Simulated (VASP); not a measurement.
The system is SnS2.

```
CELL_PARAMETERS angstrom
3.63900 0.00000 0.00000
-1.81950 3.15147 0.00000
0.00000 0.00000 5.77411
ATOMIC_POSITIONS crystal
Sn 0.00000 0.00000 0.00000
S 0.33333 0.66667 0.25407
S 0.66667 0.33333 0.74593
```

```yaml
Program: VASP 6.6.1
Task: relaxation of the atoms
Functional: optB88-vdW
Potentials_or_basis: VASP PAW PBE potentials, release 64 (Sn_d, S)
Cutoff: 520 eV
k_mesh: 10 × 10 × 6
Occupations: gaussian, width 0.05 eV
Spin: no spin polarisation
```

At the start: pressure 4.4 GPa; volume 22.07 Å³/atom.

**Question.** Where does the relaxation end?

**Answer.** Over 3 steps the energy falls by 4.4 meV/atom; space group P-3m1 (No. 164, to 0.05 Å).

Step by step:
```csv
step,energy change (eV),largest force (eV/Å),pressure (GPa)
1,0.0000,0.3964,4.38
2,-0.0108,0.1705,3.52
3,-0.0133,0.0045,2.90
```

Final structure:
```cif
data_structure
_symmetry_space_group_name_H-M 'P 1'
_symmetry_Int_Tables_number 1
_cell_length_a 3.6390
_cell_length_b 3.6390
_cell_length_c 5.7741
_cell_angle_alpha 90.000
_cell_angle_beta 90.000
_cell_angle_gamma 120.000
_cell_volume 66.22
loop_
_atom_site_label
_atom_site_type_symbol
_atom_site_fract_x
_atom_site_fract_y
_atom_site_fract_z
_atom_site_occupancy
Sn1 Sn 0.00000 0.00000 0.00000 1
S1 S 0.33333 0.66667 0.25988 1
S2 S 0.66667 0.33333 0.74012 1
```

Caveat: the PAW data sets were made with another functional, which shifts forces and pressure a little.
